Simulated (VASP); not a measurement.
# Quasiparticle energies of BaH2 in VASP

Wanted: how far GW moves the Kohn-Sham levels of BaH2. The cell has space group Pnma. The start is a cell from a database of measured crystal structures.

Program: VASP 6.6.1. Level of theory: LDA; plane waves and PAW (Ba_sv_GW, H_GW), in the first sound run; inputs show where later runs differ. Results are calculated unless marked as measured.

### Step 1. Set-up

Symmetry: Pnma, No. 62, orthorhombic system. The conventional cell has a = 6.792 Å, b = 4.168 Å, c = 7.858 Å, α = 90.00°, β = 90.00°, γ = 90.00°. Ba has 9 H at 2.50 to 3.00 Å nearest. Nearest to H lie 5 Ba at 2.68 to 3.00 Å. Nearest to H lie 4 Ba at 2.50 to 2.68 Å. Farther neighbours are not listed.

### Step 2. Ground state

The orbitals come from a self-consistent LDA run with a tight EDIFF and a narrow smearing. KPOINTS_OPT adds the bands along a path, which shows whether the mesh holds the band edges.

Contents of INCAR:

```
SYSTEM = BaH2
PREC = Accurate
ENCUT = 320
EDIFF = 1E-08
NELM = 100
ISMEAR = 0
SIGMA = 0.01
LREAL = .FALSE.
ALGO = Normal
GGA = CA
NBANDS = 36
LORBIT = 11
LWAVE = .TRUE.
LCHARG = .FALSE.
KPAR = 2
```

Contents of POSCAR:

```
BaH2
1.0
    6.7920000000      0.0000000000      0.0000000000
    0.0000000000      4.1680000000      0.0000000000
    0.0000000000      0.0000000000      7.8580000000
Ba H
4 8
Direct
    0.2602900000      0.2500000000      0.8886300000
    0.2397100000      0.7500000000      0.3886300000
    0.7602900000      0.2500000000      0.6113700000
    0.7397100000      0.7500000000      0.1113700000
    0.0430000000      0.2500000000      0.1740000000
    0.4570000000      0.7500000000      0.6740000000
    0.5430000000      0.2500000000      0.3260000000
    0.9570000000      0.7500000000      0.8260000000
    0.6460000000      0.2500000000      0.9135000000
    0.8540000000      0.7500000000      0.4135000000
    0.1460000000      0.2500000000      0.5865000000
    0.3540000000      0.7500000000      0.0865000000
```

Contents of KPOINTS:

```
Automatic mesh
0
Gamma
2 4 2
0 0 0
```

Contents of KPOINTS_OPT:

```
Line mode
8
Line-mode
Reciprocal
  0.00000000   0.00000000   0.00000000 GAMMA
  0.00000000  -0.50000000   0.00000000 X

  0.00000000  -0.50000000   0.00000000 X
 -0.50000000  -0.50000000   0.00000000 S

 -0.50000000  -0.50000000   0.00000000 S
 -0.50000000   0.00000000   0.00000000 Y

 -0.50000000   0.00000000   0.00000000 Y
  0.00000000   0.00000000   0.00000000 GAMMA

  0.00000000   0.00000000   0.00000000 GAMMA
  0.00000000   0.00000000  -0.50000000 Z

  0.00000000   0.00000000  -0.50000000 Z
  0.00000000  -0.50000000  -0.50000000 U

  0.00000000  -0.50000000  -0.50000000 U
 -0.50000000  -0.50000000  -0.50000000 R

 -0.50000000  -0.50000000  -0.50000000 R
 -0.50000000   0.00000000  -0.50000000 T

 -0.50000000   0.00000000  -0.50000000 T
  0.00000000   0.00000000  -0.50000000 Z

 -0.50000000   0.00000000   0.00000000 Y
 -0.50000000   0.00000000  -0.50000000 T

  0.00000000  -0.50000000  -0.50000000 U
  0.00000000  -0.50000000   0.00000000 X

 -0.50000000  -0.50000000   0.00000000 S
 -0.50000000  -0.50000000  -0.50000000 R
```

The projector-augmented-wave data sets are Ba_sv_GW and H_GW (LDA family, release 64).

Started as:

```
> mpirun -np 16 vasp_std
```

The log of the run:

```text
[banner, memory and clock lines left out]
running   16 mpi-ranks, on    1 nodes
 distrk:  each k-point on    8 cores,    2 groups
 distr:  one band on    1 cores,    8 groups

 POSCAR found type information on POSCAR BaH
 POSCAR found :  2 types and      12 ions
|                                                                             |
|           W    W    AA    RRRRR   N    N  II  N    N   GGGG   !!!           |
|           W    W   A  A   R    R  NN   N  II  NN   N  G    G  !!!           |
|           W    W  A    A  R    R  N N  N  II  N N  N  G       !!!           |
|           W WW W  AAAAAA  RRRRR   N  N N  II  N  N N  G  GGG   !            |
|           WW  WW  A    A  R   R   N   NN  II  N   NN  G    G                |
|           W    W  A    A  R    R  N    N  II  N    N   GGGG   !!!           |
|                                                                             |
|     For optimal performance we recommend to set                             |
|       NCORE = 2 up to number-of-cores-per-socket                            |
|     NCORE specifies how many cores store one orbital (NPAR=cpu/NCORE).      |
|     This setting can greatly improve the performance of VASP for DFT.       |
|     The default, NCORE=1 might be grossly inefficient on modern             |
|     multi-core architectures or massively parallel machines. Do your        |
|     Unfortunately you need to use the default for GW and RPA                |
|     calculations (for HF NCORE is supported but not extensively tested      |
|     yet).                                                                   |
|                                                                             |

 LDA part: xc-table for (Slater(with rela. corr.)+CA(PZ))
 , standard interpolation
|                                                                             |
|           W    W    AA    RRRRR   N    N  II  N    N   GGGG   !!!           |
|           W    W   A  A   R    R  NN   N  II  NN   N  G    G  !!!           |
|           W    W  A    A  R    R  N N  N  II  N N  N  G       !!!           |
|           W WW W  AAAAAA  RRRRR   N  N N  II  N  N N  G  GGG   !            |
|           WW  WW  A    A  R   R   N   NN  II  N   NN  G    G                |
|           W    W  A    A  R    R  N    N  II  N    N   GGGG   !!!           |
|                                                                             |
|     The number of bands has been changed from the values supplied in        |
|     The orbitals not found in the WAVECAR file will be initialized with     |
|     random numbers, which is usually adequate. For correlated               |
|     calculations, however, you should redo the groundstate calculation.     |
|     I found NBANDS = 36. Now, NBANDS = 40.                                  |
|                                                                             |

 POSCAR, INCAR and KPOINTS ok, starting setup
 FFT: planning ... GRIDC
 FFT: planning ... GRID_SOFT
 FFT: planning ... GRID
 WAVECAR not read
 entering main loop
       N       E                     dE             d eps       ncg     rms          rms(c)
DAV:   1     0.420858694630E+03    0.42086E+03   -0.12451E+04   960   0.713E+02
DAV:   2     0.869134059560E+00   -0.41999E+03   -0.39788E+03  1296   0.267E+02
DAV:   3    -0.586060477202E+02   -0.59475E+02   -0.59059E+02  1472   0.111E+02
DAV:   4    -0.602040449816E+02   -0.15980E+01   -0.15939E+01  1432   0.218E+01
DAV:   5    -0.602339650968E+02   -0.29920E-01   -0.29900E-01  1392   0.265E+00    0.430E+01
DAV:   6    -0.557195867420E+02    0.45144E+01   -0.43746E+00  1176   0.627E+00    0.299E+01
DAV:   7    -0.548233967601E+02    0.89619E+00   -0.84945E+00  1208   0.837E+00    0.201E+01
DAV:   8    -0.551822632625E+02   -0.35887E+00   -0.11050E+00  1512   0.362E+00    0.189E+01
DAV:   9    -0.548824383803E+02    0.29982E+00   -0.24115E-01  1160   0.150E+00    0.531E+00
DAV:  10    -0.547245109756E+02    0.15793E+00   -0.63159E-01  1232   0.226E+00    0.113E+01
DAV:  11    -0.547254896509E+02   -0.97868E-03   -0.35182E-02  1176   0.759E-01    0.311E+00
DAV:  12    -0.547255157614E+02   -0.26111E-04   -0.16261E-03  1472   0.167E-01    0.221E+00
DAV:  13    -0.547254964073E+02    0.19354E-04   -0.73485E-04  1240   0.104E-01    0.164E+00
DAV:  14    -0.547255209639E+02   -0.24557E-04   -0.88659E-05  1368   0.453E-02    0.177E+00
DAV:  15    -0.547254791124E+02    0.41852E-04   -0.31584E-04  1312   0.673E-02    0.800E-01
DAV:  16    -0.547254718273E+02    0.72850E-05   -0.34975E-05  1408   0.294E-02    0.240E-01
DAV:  17    -0.547254712784E+02    0.54900E-06   -0.39129E-06  1272   0.731E-03    0.670E-02
DAV:  18    -0.547254713944E+02   -0.11608E-06   -0.22005E-07  1368   0.247E-03    0.606E-02
DAV:  19    -0.547254712936E+02    0.10087E-06   -0.27546E-07  1200   0.193E-03    0.406E-03
DAV:  20    -0.547254712980E+02   -0.43960E-08   -0.56509E-08   968   0.104E-03
   1 F= -.54725471E+02 E0= -.54725471E+02  d E =-.609762E-82
 Start KPOINTS_OPT (optional k-point list driver)
k-point batch [1-12\96]
       N       E                     dE             ncg
DAV:   1     0.804741023730E+03   -0.75739E+04      960
DAV:   2    -0.420285799955E+04   -0.50076E+04     1320
DAV:   3    -0.495356315825E+04   -0.75071E+03     1512
DAV:   4    -0.497283903696E+04   -0.19276E+02     1424
DAV:   5    -0.497330098884E+04   -0.46195E+00     1512
DAV:   6    -0.497332018013E+04   -0.19191E-01     1496
DAV:   7    -0.497332035658E+04   -0.17646E-03     1456
DAV:   8    -0.497332036507E+04   -0.84868E-05     1560
DAV:   9    -0.497332036511E+04   -0.45582E-07     1208
DAV:  10    -0.497332036512E+04   -0.69940E-09      968
[...]
k-point batch [85-96\96]
       N       E                     dE             ncg
DAV:   1     0.647685826725E+03   -0.12220E+05      960
DAV:   2    -0.424147086480E+04   -0.48892E+04     1328
DAV:   3    -0.496149533949E+04   -0.72002E+03     1504
DAV:   4    -0.497926782091E+04   -0.17772E+02     1424
DAV:   5    -0.497970071552E+04   -0.43289E+00     1488
DAV:   6    -0.497971981233E+04   -0.19097E-01     1512
DAV:   7    -0.497971997623E+04   -0.16390E-03     1448
DAV:   8    -0.497971998383E+04   -0.75927E-05     1544
DAV:   9    -0.497971998391E+04   -0.82727E-07     1208
DAV:  10    -0.497971998391E+04   -0.23447E-08      984
 writing wavefunctions
```

The job ended after 60 s (16 MPI ranks of AMD EPYC 7R43, shared host; peak memory 2.2 GiB; 16 min of CPU time).

Lines that name or quote the potential files are left out of all logs, and their timing lines are given in words.

From OUTCAR (step 2):

```text
ion  position               nearest neighbor table
   1  0.260  0.250  0.889-
   2  0.240  0.750  0.389-
   3  0.760  0.250  0.611-
   4  0.740  0.750  0.111-
   5  0.043  0.250  0.174-
   6  0.457  0.750  0.674-
   7  0.543  0.250  0.326-
   8  0.957  0.750  0.826-
   9  0.646  0.250  0.913-
  10  0.854  0.750  0.413-
  11  0.146  0.250  0.587-
  12  0.354  0.750  0.087-

  LATTYP: Found a simple orthorhombic cell.
 ALAT       =     4.1680000000
 B/A-ratio  =     1.6295585413
 C/A-ratio  =     1.8853166987

 Subroutine GETGRP returns: Found  8 space group operations
 (whereof  2 operations were pure point group operations)

The static configuration has the point symmetry S_2 .
 The point group associated with its full space group is D_2h.

 Found     12 irreducible k-points:

   k-points           NKPTS =     12   k-points in BZ     NKDIM =     12   number of bands    NBANDS=     40

   dimension x,y,z NGX =    40 NGY =   24 NGZ =   48
   dimension x,y,z NGXF=    80 NGYF=   48 NGZF=   96

   ENCUT  =  320.0 eV  23.52 Ry    4.85 a.u.   9.91  6.08 11.46*2*pi/ulx,y,z

   NELECT =      48.0000    total number of electrons

 k-points in reciprocal lattice and weights: Automatic mesh
   0.00000000  0.00000000  0.00000000       0.062
   0.50000000  0.00000000  0.00000000       0.062
   0.00000000  0.25000000  0.00000000       0.125
   0.50000000  0.25000000  0.00000000       0.125
   0.00000000  0.50000000  0.00000000       0.062
   0.50000000  0.50000000  0.00000000       0.062
   0.00000000  0.00000000  0.50000000       0.062
   0.50000000  0.00000000  0.50000000       0.062
   0.00000000  0.25000000  0.50000000       0.125
   0.50000000  0.25000000  0.50000000       0.125
   0.00000000  0.50000000  0.50000000       0.062
   0.50000000  0.50000000  0.50000000       0.062

 average (electrostatic) potential at core
       1 -74.1219       2 -74.1219       3 -74.1219       4 -74.1219       5 -28.9438
       6 -28.9438       7 -28.9438       8 -28.9438       9 -29.0466      10 -29.0466
      11 -29.0466      12 -29.0466

 E-fermi :   1.7474

 k-point     1 :       0.0000    0.0000    0.0000
  band No.  band energies     occupation
    ...
     20       0.7323      2.00000
     21       0.8942      2.00000
     22       1.0697      2.00000
     23       1.5005      2.00000
     24       1.6127      2.00000
     25       4.9638      0.00000
     26       5.2725      0.00000
     27       5.5487      0.00000
     28       5.8808      0.00000
     29       6.1061      0.00000
    ...

 k-point     2 :       0.5000    0.0000    0.0000
  band No.  band energies     occupation
    ...
     20       0.3496      2.00000
     21       1.0678      2.00000
     22       1.0678      2.00000
     23       1.5600      2.00000
     24       1.5600      2.00000
     25       4.8188      0.00000
     26       4.8188      0.00000
     27       5.2785      0.00000
     28       5.2785      0.00000
     29       5.8790      0.00000
    ...

 k-point     3 :       0.0000    0.2500    0.0000
  band No.  band energies     occupation
    ...
     20       0.7825      2.00000
     21       0.8418      2.00000
     22       1.0753      2.00000
     23       1.1052      2.00000
     24       1.1923      2.00000
     25       4.7169      0.00000
     26       4.8780      0.00000
     27       5.4734      0.00000
     28       5.7717      0.00000
     29       5.8911      0.00000
    ...

  Total       -4.5458885     -5.9688016     -4.0505490      0.0000000      0.0000000      0.0000000
  in kB      -32.7410010    -42.9892939    -29.1734012      0.0000000      0.0000000      0.0000000
  external PRESSURE =     -34.9678987 kB  Pullay stress =       0.0000000 kB

  energy-cutoff  :      320.00
  volume of cell :      222.45
      direct lattice vectors                 reciprocal lattice vectors
     6.792000000  0.000000000  0.000000000     0.147232038  0.000000000  0.000000000
     0.000000000  4.168000000  0.000000000     0.000000000  0.239923225  0.000000000
     0.000000000  0.000000000  7.858000000     0.000000000  0.000000000  0.127258844

 POSITION                                       TOTAL-FORCE (eV/Angst)
 -----------------------------------------------------------------------------------
      1.76789      1.04200      6.98285         0.066362      0.000000      0.118024
      1.62811      3.12600      3.05385        -0.066362      0.000000      0.118024
      5.16389      1.04200      4.80415         0.066362      0.000000     -0.118024
      5.02411      3.12600      0.87515        -0.066362     -0.000000     -0.118024
      0.29206      1.04200      1.36729        -0.134865     -0.000000      0.112088
      3.10394      3.12600      5.29629         0.134865     -0.000000      0.112088
      3.68806      1.04200      2.56171        -0.134865     -0.000000     -0.112088
      6.49994      3.12600      6.49071         0.134865     -0.000000     -0.112088
      4.38763      1.04200      7.17828        -0.060362     -0.000000      0.306626
      5.80037      3.12600      3.24928         0.060362     -0.000000      0.306626
      0.99163      1.04200      4.60872        -0.060362     -0.000000     -0.306626
      2.40437      3.12600      0.67972         0.060362     -0.000000     -0.306626
 -----------------------------------------------------------------------------------
    total drift:                                0.000000     -0.000000      0.000000

  FREE ENERGIE OF THE ION-ELECTRON SYSTEM (eV)
  ---------------------------------------------------
  free  energy   TOTEN  =       -54.7254712980 eV

  energy  without entropy=      -54.7254712980  energy(sigma->0) =      -54.72547130

 total charge
# of ion       s       p       d       f       tot
--------------------------------------------------
    1        2.668   5.666   0.289   0.026   8.649
    2        2.668   5.666   0.289   0.026   8.649
    3        2.668   5.666   0.289   0.026   8.649
    4        2.668   5.666   0.289   0.026   8.649
    5        0.491   0.001   0.000   0.000   0.492
    6        0.491   0.001   0.000   0.000   0.492
    7        0.491   0.001   0.000   0.000   0.492
    8        0.491   0.001   0.000   0.000   0.492
    9        0.529   0.002   0.000   0.000   0.531
   10        0.529   0.002   0.000   0.000   0.531
   11        0.529   0.002   0.000   0.000   0.531
   12        0.529   0.002   0.000   0.000   0.531
--------------------------------------------------
tot         14.754  22.677   1.157   0.104  38.692

[... 3 further parts left out ...]
```

This step gave:

- free energy (TOTEN): -54.7255 eV
- Fermi energy: 1.747 eV
- pressure: -3.497 GPa
- least gap on mesh and path: 2.602 eV
- least direct gap on mesh and path: 3.151 eV

The highest empty bands on the path are converged less tightly, to about 0.1 eV. The electronic bands at the labelled points (eV, zero at the valence-band top; v1 is the highest filled band, c1 the lowest empty one):

```
          point     v4     v3     v2     v1    c1    c2    c3    c4
              Γ  -0.74  -0.56  -0.13  -0.02  3.33  3.64  3.92  4.25
0.43 of the way  -0.80  -0.59  -0.44  -0.34  3.21  3.34  3.85  4.16
              X  -0.86  -0.86  -0.84  -0.84  3.18  3.18  3.26  3.26
0.43 of the way  -0.81  -0.81  -0.80  -0.80  3.05  3.05  3.29  3.29
              S  -0.73  -0.73  -0.73  -0.73  2.97  2.97  2.97  2.97
0.43 of the way  -0.68  -0.68  -0.50  -0.50  2.66  2.66  3.66  3.66
              Y  -0.56  -0.56  -0.07  -0.07  3.19  3.19  3.65  3.65
0.43 of the way  -0.59  -0.45  -0.26   0.00  3.38  3.43  3.55  3.89
              Γ  -0.74  -0.56  -0.13  -0.02  3.33  3.64  3.92  4.25
0.43 of the way  -0.68  -0.52  -0.18  -0.07  3.11  3.54  3.86  3.86
              Z  -0.50  -0.50  -0.25  -0.25  3.12  3.12  3.51  3.51
0.43 of the way  -0.66  -0.66  -0.47  -0.47  3.39  3.39  3.78  3.78
              U  -1.05  -1.05  -0.47  -0.47  3.41  3.41  4.07  4.07
0.43 of the way  -0.84  -0.84  -0.50  -0.50  3.46  3.46  3.75  3.75
              R  -0.57  -0.57  -0.57  -0.57  3.28  3.28  3.28  3.28
0.57 of the way  -0.72  -0.72  -0.63  -0.63  3.17  3.17  3.35  3.35
              T  -0.68  -0.68  -0.40  -0.40  3.11  3.11  3.24  3.24
0.43 of the way  -0.66  -0.66  -0.36  -0.36  3.03  3.03  3.49  3.49
              Z  -0.50  -0.50  -0.25  -0.25  3.12  3.12  3.51  3.51
      jump to Y  -0.56  -0.56  -0.07  -0.07  3.19  3.19  3.65  3.65
0.43 of the way  -0.61  -0.61  -0.20  -0.20  3.12  3.12  3.51  3.51
              T  -0.68  -0.68  -0.40  -0.40  3.11  3.11  3.24  3.24
      jump to U  -1.05  -1.05  -0.47  -0.47  3.41  3.41  4.07  4.07
0.43 of the way  -1.04  -1.04  -0.55  -0.55  3.24  3.24  3.80  3.80
              X  -0.86  -0.86  -0.84  -0.84  3.18  3.18  3.26  3.26
      jump to S  -0.73  -0.73  -0.73  -0.73  2.97  2.97  2.97  2.97
```

Of the projections kept (Ba, H), the largest for each band there; the rest of the weight can lie on other orbitals:

```
point      v4      v3      v2      v1       c1       c2       c3       c4
    Γ  H 0.67  H 0.57  H 0.69  H 0.68  Ba 0.97  Ba 0.95  Ba 0.99  Ba 0.98
    X  H 0.58  H 0.58  H 0.64  H 0.64  Ba 0.97  Ba 0.97  Ba 0.95  Ba 0.95
    S  H 0.60  H 0.60  H 0.60  H 0.60  Ba 0.97  Ba 0.97  Ba 0.97  Ba 0.97
    Y  H 0.64  H 0.64  H 0.65  H 0.65  Ba 0.98  Ba 0.98  Ba 0.96  Ba 0.96
    Γ  H 0.67  H 0.57  H 0.69  H 0.68  Ba 0.97  Ba 0.95  Ba 0.99  Ba 0.98
    Z  H 0.69  H 0.69  H 0.64  H 0.64  Ba 0.96  Ba 0.96  Ba 0.98  Ba 0.98
```

The cell has a gap of 2.60 eV on mesh and path and a pressure of -3.5 GPa, which holds the misfit of the given cell and coordinates with this functional, and any error of cutoff, mesh and data sets. Spin-orbit coupling is left out, which can shift or reorder these edges. Forces of up to 0.31 eV/Å remain in these settings.

(Continued in part 2 of 5.)

[Lines on the potential files, build, host, timing and source positions are cut from VASP's logs without a mark.]

[Logs are printed without paths, hosts, clocks, repeated set-up lines and the standing remarks that a program may print on its own settings, such as how far it seeks lower states.]

[Hosts, paths, dates, database ids (printed as entryN), source tags and the programs' standing remarks are cut or masked in the printed files.]

[Pressures printed for these runs are not shown converged in the cutoff: they can be off by several GPa and have the wrong sign.]
